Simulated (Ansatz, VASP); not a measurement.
# Cross-check of InP between VASP and Ansatz, part 2 of 2

Wanted: the spread between two codes on one cell, functional and k mesh. The cell is taken from a series of VASP runs on this material, whose earlier steps may have relaxed, scaled or displaced it; both programs get it as it stands.

VASP 6.6.1 and Ansatz 0.2.0.

So far. Step 2 (VASP: band structure, PBE): The run ends at a pressure of 2.76 GPa.

### 5. VASP: band structure, r2SCAN

Level of this step: r2SCAN; plane waves and PAW (In_d, P) (VASP).

The same path points are solved in both programs, so levels can be compared one by one.

INCAR reads:

```
SYSTEM = InP
PREC = Accurate
ENCUT = 350
EDIFF = 1E-06
NELM = 100
ISMEAR = 0
SIGMA = 0.03
LREAL = .FALSE.
ALGO = Normal
METAGGA = R2SCAN
LASPH = .TRUE.
NBANDS = 21
LORBIT = 11
LWAVE = .FALSE.
LCHARG = .FALSE.
KPAR = 4
```

POSCAR reads:

```
InP
1.0
    0.0000000000      2.9343500000      2.9343500000
    2.9343500000      0.0000000000      2.9343500000
    2.9343500000      2.9343500000      0.0000000000
In P
1 1
Direct
    0.0000000000      0.0000000000      0.0000000000
    0.7500000000      0.7500000000      0.7500000000
```

KPOINTS reads:

```
Automatic mesh
0
Gamma
6 6 6
0 0 0
```

KPOINTS_OPT reads:

```
Line mode
10
Line-mode
Reciprocal
  0.00000000   0.00000000   0.00000000 GAMMA
  0.50000000   0.00000000   0.50000000 X

  0.50000000   0.00000000   0.50000000 X
  0.50000000   0.25000000   0.75000000 W

  0.50000000   0.25000000   0.75000000 W
  0.37500000   0.37500000   0.75000000 K

  0.37500000   0.37500000   0.75000000 K
  0.00000000   0.00000000   0.00000000 GAMMA

  0.00000000   0.00000000   0.00000000 GAMMA
  0.50000000   0.50000000   0.50000000 L

  0.50000000   0.50000000   0.50000000 L
  0.62500000   0.25000000   0.62500000 U

  0.62500000   0.25000000   0.62500000 U
  0.50000000   0.25000000   0.75000000 W

  0.50000000   0.25000000   0.75000000 W
  0.50000000   0.50000000   0.50000000 L

  0.50000000   0.50000000   0.50000000 L
  0.37500000   0.37500000   0.75000000 K

  0.62500000   0.25000000   0.62500000 U
  0.50000000   0.00000000   0.50000000 X
```

PAW data sets: In_d and P (PBE family, release 64).

On the command line:

```console
> mpirun -np 4 vasp_std
```

Numbers of over 12 decimals in the logs are rounded to 6 here.

What it wrote:

```text
[banner, memory and clock lines left out]
running    4 mpi-ranks, on    1 nodes
[...]
|                                                                             |
|               ----> ADVICE to this user running VASP <----                  |
|                                                                             |
|     You enforced a specific xc type in the INCAR file but a different       |
|     [... a line on the potential file left out ...]
|     I HOPE YOU KNOW WHAT YOU ARE DOING!                                     |
|                                                                             |

 LDA part: xc-table for (None), standard interpolation
 POSCAR, INCAR and KPOINTS ok, starting setup
[...]
entering main loop
       N       E                     dE             d eps       ncg     rms          rms(c)
DAV:   1     0.900299105734E+02    0.90030E+02   -0.61929E+03   677   0.732E+02
DAV:   2    -0.261846366114E+02   -0.11621E+03   -0.10868E+03   710   0.243E+02
[...]
DAV:  13    -0.322812872366E+02   -0.38239E-06   -0.15901E-06   776   0.868E-03
   1 F= -.32281287E+02 E0= -.32281287E+02  d E =-.142139E-16
 Start KPOINTS_OPT (optional k-point list driver)
k-point batch [1-16\100]
       N       E                     dE             ncg
DAV:   1     0.580086558424E+03   -0.51183E+04      703
DAV:   2    -0.131759574280E+04   -0.18977E+04      710
DAV:   3    -0.147446160965E+04   -0.15687E+03      799
DAV:   4    -0.147858129571E+04   -0.41197E+01      828
DAV:   5    -0.147882373180E+04   -0.24244E+00      957
DAV:   6    -0.147882949983E+04   -0.57680E-02      858
DAV:   7    -0.147882966659E+04   -0.16677E-03      997
DAV:   8    -0.147882966923E+04   -0.26355E-05      767
DAV:   9    -0.147882966935E+04   -0.12487E-06      511
[...]
k-point batch [97-100\100]
       N       E                     dE             ncg
DAV:   1     0.637201648780E+04   -0.19271E+04      173
DAV:   2     0.590976682614E+04   -0.46225E+03      189
DAV:   3     0.587351859614E+04   -0.36248E+02      227
DAV:   4     0.587265203111E+04   -0.86657E+00      198
DAV:   5     0.587260173417E+04   -0.50297E-01      272
DAV:   6     0.587260117727E+04   -0.55690E-03      188
DAV:   7     0.587260115337E+04   -0.23895E-04      280
DAV:   8     0.587260115321E+04   -0.16693E-06      156
```

OUTCAR, selected parts (step 5):

```text
  Total        0.3426620      0.3426620      0.3426620     -0.0000000     -0.0000000      0.0000000
  in kB       10.8645253     10.8645253     10.8645253     -0.0000000     -0.0000000      0.0000000
  external PRESSURE =      10.8645253 kB  Pullay stress =       0.0000000 kB

 POSITION                                       TOTAL-FORCE (eV/Angst)
 -----------------------------------------------------------------------------------
      0.00000      0.00000      0.00000        -0.000000     -0.000000     -0.000000
      4.40152      4.40152      4.40152         0.000000      0.000000      0.000000
 -----------------------------------------------------------------------------------
    total drift:                               -0.000001     -0.000001     -0.000001

  FREE ENERGIE OF THE ION-ELECTRON SYSTEM (eV)
  ---------------------------------------------------
  free  energy   TOTEN  =       -32.2812872366 eV

  energy  without entropy=      -32.2812872366  energy(sigma->0) =      -32.28128724

[... 2 parts as in an earlier step ...]

[... 1 further part left out ...]
[key lines of the parts left out:]
E-fermi :   5.1393
```

The run ends at a pressure of 1.09 GPa.

### 6. Ansatz: band structure, r2SCAN

The same cell, functional, mesh and smearing now go to Ansatz, which takes its cutoff from its data sets.

The cell is taken from a series of VASP runs on this material, whose earlier steps may have relaxed, scaled or displaced it; both programs get it as it stands.

input.yaml reads:

```yaml
crystal:
  lattice:
    - [0.0, 2.93435, 2.93435]
    - [2.93435, 0.0, 2.93435]
    - [2.93435, 2.93435, 0.0]
  atoms:
    - { symbol: In, position: [0.0, 0.0, 0.0] }
    - { symbol: P, position: [0.75, 0.75, 0.75] }
hamiltonian:
  xc: r2scan
  pseudopotentials: { kind: paw }
kpoints:
  mp_grid: { grid: [6, 6, 6] }
  band_path:
    path:
      - [0.0, 0.0, 0.0]
      - [0.16667, 0.0, 0.16667]
      - [0.33333, 0.0, 0.33333]
      - [0.5, 0.0, 0.5]
      - [0.5, 0.08333, 0.58333]
      - [0.5, 0.19444, 0.69444]
      - [0.5, 0.25, 0.75]
      - [0.45833, 0.29167, 0.75]
      - [0.40278, 0.34722, 0.75]
      - [0.375, 0.375, 0.75]
      - [0.20833, 0.20833, 0.41667]
      - [0.08333, 0.08333, 0.16667]
      - [0.0, 0.0, 0.0]
      - [0.22222, 0.22222, 0.22222]
      - [0.38889, 0.38889, 0.38889]
      - [0.51389, 0.47222, 0.51389]
      - [0.55556, 0.38889, 0.55556]
      - [0.61111, 0.27778, 0.61111]
      - [0.61111, 0.25, 0.63889]
      - [0.56944, 0.25, 0.68056]
      - [0.51389, 0.25, 0.73611]
      - [0.5, 0.27778, 0.72222]
      - [0.5, 0.38889, 0.61111]
      - [0.5, 0.47222, 0.52778]
      - [0.48611, 0.48611, 0.52778]
      - [0.43056, 0.43056, 0.63889]
      - [0.38889, 0.38889, 0.72222]
      - [0.59722, 0.19444, 0.59722]
      - [0.55556, 0.11111, 0.55556]
      - [0.5, 0.0, 0.5]
    npoints: 1
scf:
  occupations: { method: gaussian, width: 0.03 }
  n_extra_bands: 7
output:
  forces: true
  stress: true
  eigenvalues: true
  write_density: true
  write_potential: true
  elf: true
  volumetric_format: npy
```

On the command line:

```console
> ansatz run input.yaml --threads 2 --pin off --max-ram 4608MiB --backend cpu --events-out ev --progress --plain --runs-dir out
```

What it wrote:

```text
[...]
Crystal: 2 atoms, lattice volume = 50.532 Å³
Basis set: ecut = 500 eV, 1243 PW (Γ), exchange–correlation on 128×128×128 points (64 copies of the dense FFT grid, shifted against one another)
Bands: 16, of which v1, the nominal top of the filled ones, is band 9 counted from 1 (8 counted from 0)
Symmetry: 24 space group operations
[...]
k-point 0: bands = [... 5 lower, -5.1987, 6.7727, 6.7727, 6.7727, 7.9132, 11.1965, 11.1965, 11.1965, ... 3 higher]
  k-point 1: bands = [... 5 lower, -4.8711, 4.6066, 6.4608, 6.4608, 8.9465, 11.6339, 11.6503, 11.6503, ... 3 higher]
  k-point 2: bands = [... 5 lower, -4.0306, 2.1221, 5.9728, 5.9728, 8.7831, 11.9870, 11.9870, 13.4979, ... 3 higher]
  k-point 15: bands = [... 5 lower, -2.6763, 1.0295, 3.8791, 3.9168, 10.3329, 10.7249, 14.0404, 14.2983, ... 3 higher]
[key lines of the parts left out:]
SCF converged after 6 iterations
Free energy (F): -6371.724833 eV
Fermi energy:    7.343383 eV
P = ⅓ Tr σ = 1.3912 GPa (13.912 kbar)
```

Wall time 6.3 s (2 threads of Arm Neoverse N1, shared host); peak memory 0.43 GiB; 12 s of CPU time.

### 7. Comparison

What differs besides the data sets and the points named for the pairs above, as far as they apply: VASP keeps PBE cores, Ansatz makes them for the functional; the cutoff is 500 eV in Ansatz and 350 eV in VASP. Total energies have different zeros and are not compared.

The two programs side by side:

```csv
quantity,Ansatz,VASP,difference
pressure (GPa),1.39,1.09,+0.30
gap over the path points (eV),1.141,1.143,-0.003
```

Levels at points of the path, from each program's valence-band top (eV; 3 filled, then empty):

```csv
k (reciprocal lattice),Ansatz,VASP
0.000 0.000 0.000,0.00 0.00 0.00 1.14 4.42 4.42,0.00 0.00 0.00 1.14 4.44 4.44
0.167 0.000 0.167,-2.11 -0.83 -0.83 3.02 3.44 5.67,-2.11 -0.83 -0.83 3.03 3.44 5.69
0.333 0.000 0.333,-4.51 -1.96 -1.96 2.31 3.16 8.10,-4.51 -1.96 -1.96 2.32 3.17 8.12
0.500 0.000 0.500,-5.86 -2.40 -2.40 2.01 2.54 9.86,-5.86 -2.40 -2.40 2.01 2.55 9.86
0.500 0.083 0.583,-5.82 -2.57 -2.56 2.46 2.95 8.93,-5.83 -2.57 -2.57 2.46 2.96 8.95
0.500 0.194 0.694,-5.72 -2.98 -2.93 3.99 4.32 6.71,-5.72 -2.97 -2.93 4.00 4.34 6.72
0.500 0.250 0.750,-5.70 -3.04 -2.98 4.57 4.77 6.02,-5.70 -3.04 -2.99 4.58 4.79 6.03
0.458 0.292 0.750,-5.70 -3.22 -2.66 3.91 4.78 6.44,-5.70 -3.22 -2.66 3.91 4.79 6.45
0.403 0.347 0.750,-5.71 -3.38 -2.10 2.81 4.74 7.57,-5.71 -3.38 -2.11 2.82 4.76 7.59
0.375 0.375 0.750,-5.71 -3.40 -2.00 2.63 4.74 7.98,-5.71 -3.40 -2.00 2.64 4.75 8.01
```

Among the levels compared at these points, filled levels agree within 2 meV and empty ones within 27 meV.

### 8. VASP: band structure, LDA

The same path points are solved in both programs, so levels can be compared one by one. The cell compared in this pair holds 49.50 Å³, against 50.53 Å³ for the pair before.

INCAR: that of step 5 with these lines changed.

```diff
@@ -9,4 +9,3 @@
 ALGO = Normal
-METAGGA = R2SCAN
-LASPH = .TRUE.
+GGA = CA
 NBANDS = 21
```

POSCAR reads:

```
InP
1.0
    0.0000000000      2.9142283262      2.9142283262
    2.9142283262      0.0000000000      2.9142283262
    2.9142283262      2.9142283262      0.0000000000
In P
1 1
Direct
    0.0000000000      0.0000000000      0.0000000000
    0.7500000000      0.7500000000      0.7500000000
```

KPOINTS is that of step 5.

KPOINTS_OPT is that of step 5.

Potentials, in the order of the species: In_d and P (LDA family, release 64).

On the command line:

```console
> mpirun -np 4 vasp_std
```

What it wrote:

```text
[banner, memory and clock lines left out]
running    4 mpi-ranks, on    1 nodes
[...]
LDA part: xc-table for (Slater(with rela. corr.)+CA(PZ))
 , standard interpolation
 POSCAR, INCAR and KPOINTS ok, starting setup
[...]
entering main loop
       N       E                     dE             d eps       ncg     rms          rms(c)
DAV:   1     0.109988498888E+03    0.10999E+03   -0.62238E+03   680   0.718E+02
DAV:   2    -0.145499104964E+01   -0.11144E+03   -0.10398E+03   723   0.223E+02
DAV:   3    -0.988402136451E+01   -0.84290E+01   -0.83580E+01   834   0.633E+01
DAV:   4    -0.100963614753E+02   -0.21234E+00   -0.21217E+00   821   0.981E+00
[...]
DAV:  11    -0.965807295926E+01   -0.14587E-05   -0.30141E-05   963   0.657E-02    0.265E-02
DAV:  12    -0.965807143817E+01    0.15211E-05   -0.25595E-06   819   0.107E-02    0.605E-03
DAV:  13    -0.965807147770E+01   -0.39536E-07   -0.39816E-07   459   0.374E-03
   1 F= -.96580715E+01 E0= -.96580715E+01  d E =-.285049E-26
 Start KPOINTS_OPT (optional k-point list driver)
k-point batch [1-16\100]
       N       E                     dE             ncg
DAV:   1     0.665076910511E+03   -0.57413E+04      690
DAV:   2    -0.118580563976E+04   -0.18509E+04      735
DAV:   3    -0.133546827065E+04   -0.14966E+03      802
DAV:   4    -0.133943113395E+04   -0.39629E+01      849
DAV:   5    -0.133961527635E+04   -0.18414E+00      899
DAV:   6    -0.133962086435E+04   -0.55880E-02      913
DAV:   7    -0.133962096347E+04   -0.99123E-04      927
DAV:   8    -0.133962096542E+04   -0.19502E-05      782
DAV:   9    -0.133962096548E+04   -0.62196E-07      506
[...]
k-point batch [97-100\100]
       N       E                     dE             ncg
DAV:   1     0.621741954454E+04   -0.19390E+04      178
DAV:   2     0.578434962523E+04   -0.43307E+03      194
DAV:   3     0.574910263083E+04   -0.35247E+02      211
DAV:   4     0.574821276564E+04   -0.88987E+00      203
DAV:   5     0.574817167028E+04   -0.41095E-01      262
DAV:   6     0.574817130650E+04   -0.36378E-03      203
DAV:   7     0.574817129102E+04   -0.15488E-04      262
DAV:   8     0.574817129092E+04   -0.94166E-07      147
```

Parts of OUTCAR (step 8):

```text
  Total       -0.0883869     -0.0883869     -0.0883869     -0.0000000      0.0000000     -0.0000000
  in kB       -2.8608670     -2.8608670     -2.8608670     -0.0000000      0.0000000     -0.0000000
  external PRESSURE =      -2.8608670 kB  Pullay stress =       0.0000000 kB

 POSITION                                       TOTAL-FORCE (eV/Angst)
 -----------------------------------------------------------------------------------
      0.00000      0.00000      0.00000         0.000000     -0.000000     -0.000000
      4.37134      4.37134      4.37134        -0.000000      0.000000      0.000000
 -----------------------------------------------------------------------------------
    total drift:                                0.000000      0.000000      0.000000

  FREE ENERGIE OF THE ION-ELECTRON SYSTEM (eV)
  ---------------------------------------------------
  free  energy   TOTEN  =        -9.6580714777 eV

  energy  without entropy=       -9.6580714777  energy(sigma->0) =       -9.65807148

[... 1 part as in an earlier step ...]

[... 2 further parts left out ...]
[key lines of the parts left out:]
E-fermi :   5.4209
```

The run ends at a pressure of -0.29 GPa.

### 9. Ansatz: band structure, LDA

The same cell, functional (in two slightly different forms), mesh and smearing now go to Ansatz, which takes its cutoff from its data sets.

The cell is taken from a series of VASP runs on this material, whose earlier steps may have relaxed, scaled or displaced it; both programs get it as it stands.

input.yaml: that of step 6 with these lines changed.

```diff
@@ -2,5 +2,5 @@
   lattice:
-    - [0.0, 2.93435, 2.93435]
-    - [2.93435, 0.0, 2.93435]
-    - [2.93435, 2.93435, 0.0]
+    - [0.0, 2.9142283262, 2.9142283262]
+    - [2.9142283262, 0.0, 2.9142283262]
+    - [2.9142283262, 2.9142283262, 0.0]
   atoms:
@@ -9,3 +9,3 @@
 hamiltonian:
-  xc: r2scan
+  xc: lda
   pseudopotentials: { kind: paw }
@@ -53,5 +53 @@
   eigenvalues: true
-  write_density: true
-  write_potential: true
-  elf: true
-  volumetric_format: npy
```

On the command line:

```console
> ansatz run input.yaml --threads 2 --pin off --max-ram 4608MiB --backend cpu --events-out ev --progress --plain --runs-dir out
```

What it wrote:

```text
[...]
Crystal: 2 atoms, lattice volume = 49.499 Å³
Basis set: ecut = 420 eV, 941 PW (Γ)
Bands: 16, of which v1, the nominal top of the filled ones, is band 9 counted from 1 (8 counted from 0)
Symmetry: 24 space group operations
[...]
k-points: 16 of 216 (time reversal used)
[...]
k-point 0: bands = [... 5 lower, -4.7116, 6.9641, 6.9641, 6.9641, 7.5332, 10.9154, 10.9154, 10.9154, ... 3 higher]
  k-point 1: bands = [... 5 lower, -4.3870, 4.6947, 6.6422, 6.6422, 8.6413, 11.3331, 11.3699, 11.3699, ... 3 higher]
  k-point 2: bands = [... 5 lower, -3.5435, 2.2483, 6.1497, 6.1497, 8.4659, 11.7195, 11.7195, 13.1103, ... 3 higher]
  k-point 15: bands = [... 5 lower, -2.1446, 1.1211, 4.0378, 4.0475, 10.1000, 10.4859, 13.6567, 13.9182, ... 3 higher]
[key lines of the parts left out:]
SCF converged after 6 iterations
Free energy (F): -6183.538047 eV
Fermi energy:    7.249506 eV
P = ⅓ Tr σ = -0.0686 GPa (-0.686 kbar)
```

Wall time 2.5 s (2 threads); peak memory 0.28 GiB; 4.4 s of CPU time.

### 10. Comparison

What differs besides the data sets and the points named for the pairs above, as far as they apply: the two LDA forms differ slightly; VASP's log shows a relativistic correction to its local exchange, Ansatz's none. Total energies have different zeros and are not compared.

The two programs side by side:

```csv
quantity,Ansatz,VASP,difference
pressure (GPa),-0.07,-0.29,+0.22
gap over the path points (eV),0.569,0.597,-0.028
```

Levels at points of the path, from each program's valence-band top (eV; 3 filled, then empty):

```
k (reciprocal lattice)                            Ansatz                              VASP
     0.000 0.000 0.000     0.00 0.00 0.00 0.57 3.95 3.95     0.00 0.00 0.00 0.60 3.96 3.96
     0.167 0.000 0.167  -2.23 -0.86 -0.86 2.58 2.94 5.19  -2.21 -0.86 -0.86 2.60 2.94 5.20
     0.333 0.000 0.333  -4.58 -1.98 -1.98 1.86 2.72 7.51  -4.57 -1.98 -1.98 1.86 2.73 7.53
     0.500 0.000 0.500  -5.95 -2.42 -2.42 1.57 2.11 9.09  -5.94 -2.42 -2.42 1.56 2.12 9.10
     0.500 0.083 0.583  -5.92 -2.60 -2.60 2.02 2.52 8.27  -5.90 -2.60 -2.60 2.02 2.54 8.29
     0.500 0.194 0.694  -5.82 -3.01 -2.99 3.57 3.89 6.14  -5.81 -3.01 -2.99 3.57 3.90 6.14
     0.500 0.250 0.750  -5.80 -3.08 -3.05 4.18 4.33 5.44  -5.79 -3.08 -3.06 4.17 4.35 5.45
     0.458 0.292 0.750  -5.80 -3.27 -2.71 3.48 4.35 5.88  -5.78 -3.28 -2.71 3.49 4.36 5.89
     0.403 0.347 0.750  -5.80 -3.43 -2.13 2.37 4.31 7.01  -5.79 -3.44 -2.13 2.37 4.32 7.02
     0.375 0.375 0.750  -5.81 -3.45 -2.02 2.19 4.30 7.41  -5.79 -3.46 -2.02 2.19 4.31 7.42
```

Among the levels compared at these points, filled levels agree within 16 meV and empty ones within 28 meV.

### 11. Summary of results

| Item | Value |
| --- | --- |
| difference in gap over the path points (band structure, PBE) | 0.0048 eV |
| difference in gap over the path points (band structure, r2SCAN) | -0.0029 eV |
| difference in gap over the path points (band structure, LDA) | -0.028 eV |

The difference in gap over the path points is -0.028 eV (band structure, LDA), within the 0.08 eV picked in this series as the mark of a large difference. 6 further runs of this series are not shown here. How closely two codes agree says nothing of how well the functional describes the real material.

[Lines on the potential files, build, host, timing and source positions are cut from VASP's logs without a mark.]

[Logs are printed without paths, hosts, clocks, repeated set-up lines and the standing remarks that a program may print on its own settings, such as how far it seeks lower states.]

[Hosts, paths, dates, database ids (printed as entryN), source tags and the programs' standing remarks are cut or masked in the printed files.]
